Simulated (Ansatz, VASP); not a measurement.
## RbBr: VASP beside Ansatz

Contents of INCAR:

```
SYSTEM = RbBr
PREC = Accurate
ENCUT = 520
EDIFF = 1E-6
ISMEAR = 0
SIGMA = 0.05
LREAL = .FALSE.
LASPH = .TRUE.
NELM = 80
ALGO = Normal
ISIF = 2
LWAVE = .FALSE.
LCHARG = .FALSE.
GGA = PS
NBANDS = 15
```

The input KPOINTS:

```
regular mesh
0
G
  6 6 6
  0 0 0
```

POSCAR

```
RbBr
1.0
    3.9073620998      0.0000000000      0.0000000000
    0.0000000000      3.9073620998      0.0000000000
    0.0000000000      0.0000000000      4.0701688540
Rb Br
1 1
Direct
   -0.0198457406      0.0000000000      0.0000000000
    0.5212276205      0.5000000000      0.5000000000
```

Input for Ansatz:

```yaml
crystal:
  lattice:
    - [3.9073620998, 0.0, 0.0]
    - [0.0, 3.9073620998, 0.0]
    - [0.0, 0.0, 4.070168854]
  atoms:
    - { symbol: Rb, position: [-0.0198457406, 0.0, 0.0] }
    - { symbol: Br, position: [0.5212276205, 0.5, 0.5] }
basis:
  ecutwfc: 420
kpoints:
  mp_grid: { grid: [6, 6, 6] }
hamiltonian:
  xc: pbesol
scf:
  occupations: { method: gaussian, width: 0.05 }
output:
  forces: true
  stress: true
  eigenvalues: true
```

Change from the starting cell: mode 4 frozen in at -0.086 Å, equal normal strain along x and y -0.0400.

Alike in both runs: task single point; functional PBEsol; k mesh 6 × 6 × 6; occupations gaussian, width 0.05 eV; no spin polarisation.

|  | VASP | Ansatz |
| --- | --- | --- |
| version | VASP 6.6.1 | Ansatz 0.2.0 |
| potentials or method | VASP PAW PBE potentials, release 64 (Rb_sv, Br) | scalar-relativistic, plane waves, PAW |
| plane-wave cutoff (eV) | 520 | 420 |
| valence electrons in the cell | 16 | 16 |

Ansatz gave:

```
gap on the k mesh at the Fermi level (eV)       : 4.25
least direct gap on the mesh (eV)               : 4.40
pressure (GPa)                                  : 2.0
largest component of the traceless stress (GPa) : 0.83
rms of the force components (eV/Å)              : 0.124
```

Task: Estimate VASP's values.

Result: gap on the k mesh at the Fermi level (eV): 4.25; least direct gap on the mesh (eV): 4.40; pressure (GPa): 2.0; largest component of the traceless stress (GPa): 0.83; rms of the force components (eV/Å): 0.126.

Atom by atom the forces differ by 0.002 eV/Å (rms over components).

Caveats: the PAW data sets were made with another functional, which shifts forces and pressure a little (VASP). A k mesh can miss the band edges.
